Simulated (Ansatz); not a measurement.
## Structures of PbS: which is lowest?

Plane-wave DFT in Ansatz with scalar-relativistic PAW potentials, cutoff 420 eV, Γ-centred meshes chosen by cell and gap, Gaussian smearing with energies taken to zero width. Every cell was relaxed (cell and atoms) in a run of its own, within the symmetry of its start. Functional: PBEsol.

Relaxed structures (starts from databases or built by putting these elements on another compound's sites):
A. Fm-3m, 2 atoms in the computed cell, a = 5.903 Å; sites (symmetry × multiplicity) Pb m-3m × 4, S m-3m × 4; start: database
B. P6_3mc, 4 atoms in the computed cell, a = 4.068 Å, c = 7.313 Å; sites (symmetry × multiplicity) Pb 3m. × 2, S 3m. × 2; start: database
C. Cmcm, 4 atoms in the computed cell, a = 4.098 Å, b = 11.596 Å, c = 4.235 Å; sites (symmetry × multiplicity) Pb m2m × 4, S m2m × 4; start: database
D. R3m, 6 atoms in the computed cell, a = 4.942 Å, c = 26.068 Å; sites (symmetry × multiplicity) Pb 3m × 3 + 3m × 3 + 3m × 3, S 3m × 3 + 3m × 3 + 3m × 3; start: built

Task: Rank them by energy. Could pressure change the order?

Result:
| structure | group | E − E(lowest) (meV/atom) | V (Å³/atom) | gap on mesh (eV) |
| --- | --- | --- | --- | --- |
| A | Fm-3m | 0.0 | 25.71 | 0.19 |
| C | Cmcm | 33 | 25.16 | 1.09 |
| B | P6_3mc | 64 | 26.20 | 0.15 |
| D | R3m | 138 | 30.63 | 1.47 |

A is lowest, 33 meV/atom under C. The two lowest differ in volume by under 3 %, too little for a first-order estimate of what pressure does to that pair (other pairs aren't weighed here); with rigid cells even 3 % in favour of the higher one would need about 7 GPa. Other structures may lie lower than all of these, and vibrations aren't counted.

Spin-orbit coupling is left out, which matters for the bands of heavy elements. For Tl, Pb and Bi spin-orbit coupling shifts energies too.